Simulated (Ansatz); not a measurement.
**Bi under changes of volume**

One of the cells (35.070 Å³/atom); the others are scaled copies at fixed shape and fractional positions:

```xyz
2
Lattice="2.2675 1.3091 3.9380 -2.2675 1.3091 3.9380 0.0000 -2.6183 3.9380" Properties=species:S:1:pos:R:3 pbc="T T T"
Bi    0.0000    0.0000    9.0495
Bi    0.0000    0.0000    2.7645
```

```yaml
Program: Ansatz 0.2.0
Functional: PBE
Potentials_or_basis: Ansatz PAW
Cutoff: "420 eV (not typed: the program's choice for these potentials)"
k_mesh: 7 × 7 × 7
Occupations: fermi-dirac, width 0.05 eV
Spin: no spin polarisation
```

```tsv
volume (Å³/atom)	energy over the lowest point (meV/atom)	pressure (GPa)	gap on the mesh (eV)	largest force (eV/Å)
32.965	60.52	5.9	0.30	0.510
33.667	?	?	?	?
34.368	21.29	3.2	0.27	0.296
35.070	9.73	2.1	0.26	0.200
35.771	2.79	1.1	0.25	0.109
36.472	0.00	0.2	0.25	0.025
37.174	0.94	-0.6	0.24	0.054
```

Question: What does the run at 33.667 Å³/atom give?

Answer: Energy over the lowest point 38.02 meV/atom; pressure 4.5 GPa; gap on the mesh 0.28 eV; largest force 0.400 eV/Å.

Worked out: A Birch-Murnaghan fit of order 3 (a polynomial in V^(-2/3)) to the other rows has its minimum at 36.64 Å³/atom with B0 = V·E''(V) = 43 GPa and B' = 4.7 at fixed shape and positions, which overstates the stiffness. It gives 38.01 meV/atom at 33.667 Å³/atom, against the run's 38.02, and -dE/dV = 4.5 GPa, against 4.5. A straight line through the other rows of the gap, of slope -0.48 eV per unit of ln V, gives 0.28 eV, against the run's 0.28.

Energies are extrapolated to zero smearing.

Caveats: odd divisions of the mesh miss points on the zone boundary, where band edges often lie, so the gap on the mesh can be too wide; spin-orbit coupling is left out, which as a rule narrows the gap of such compounds by several tenths of an eV.

A mesh can miss the band edges.
